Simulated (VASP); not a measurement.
**BaF2 (Frankdicksonite): relaxation of the atoms with PBEsol**

The system is BaF2 (Frankdicksonite).

```xyz
3
Lattice="0.0000 3.1289 3.1289 3.1289 0.0000 3.1289 3.1289 3.1289 0.0000" Properties=species:S:1:pos:R:3 pbc="T T T"
Ba    0.0000    0.0000    0.0000
F     1.5644    1.5644    1.5644
F     4.6933    4.6933    4.6933
```

The cell isn't the ideal one: a relaxed cell with its volume scaled by 1.04.

```yaml
Program: VASP 6.6.1
Task: relaxation of the atoms
Functional: PBEsol
Potentials_or_basis: VASP PAW PBE potentials, release 64 (Ba_sv, F)
Cutoff: 600 eV
k_mesh: 8 × 8 × 8
Occupations: gaussian, width 0.03 eV
Spin: no spin polarisation
Further_INCAR_settings: ALGO = Normal; EDIFF = 1e-07; IBRION = 2; EDIFFG = -0.01; NSW = 40
```

```
Pressure after relaxing : -2.2 GPa
Band gap on the k mesh  : 6.52 eV, indirect (least direct gap 6.58 eV)
```

Final structure:
```cif
data_structure
_symmetry_space_group_name_H-M 'P 1'
_symmetry_Int_Tables_number 1
_cell_length_a 4.4249
_cell_length_b 4.4249
_cell_length_c 4.4249
_cell_angle_alpha 60.000
_cell_angle_beta 60.000
_cell_angle_gamma 60.000
_cell_volume 61.26
loop_
_atom_site_label
_atom_site_type_symbol
_atom_site_fract_x
_atom_site_fract_y
_atom_site_fract_z
_atom_site_occupancy
Ba1 Ba 0.00000 0.00000 0.00000 1
F1 F 0.25000 0.25000 0.25000 1
F2 F 0.75000 0.75000 0.75000 1
```

Levels at points of the mesh, in eV from the valence-band top:
```tsv
k point	band 9	band 10	band 11	band 12	band 13	band 14	band 15	band 16
(0.00, 0.00, 0.00)	-1.44	-0.06	-0.06	-0.06	6.52	9.01	9.01	11.11
(0.50, 0.00, 0.00)	-0.65	-0.35	-0.17	-0.17	8.84	9.01	9.01	9.59
(0.50, 0.50, 0.00)	-0.35	-0.33	-0.33	-0.10	7.13	8.77	10.47	11.68
```

It took 34 s on 1 thread of Intel(R) Xeon(R) Platinum 8488C (Sapphire Rapids) (shared host), peak memory 0.22 GiB.

Caveat: the relaxation stopped at its first step, so nothing moved; the PAW data sets were made with another functional, which shifts forces and pressure a little; spin-orbit coupling is left out, which moves the levels of the heavy elements. A k mesh can miss the band edges.
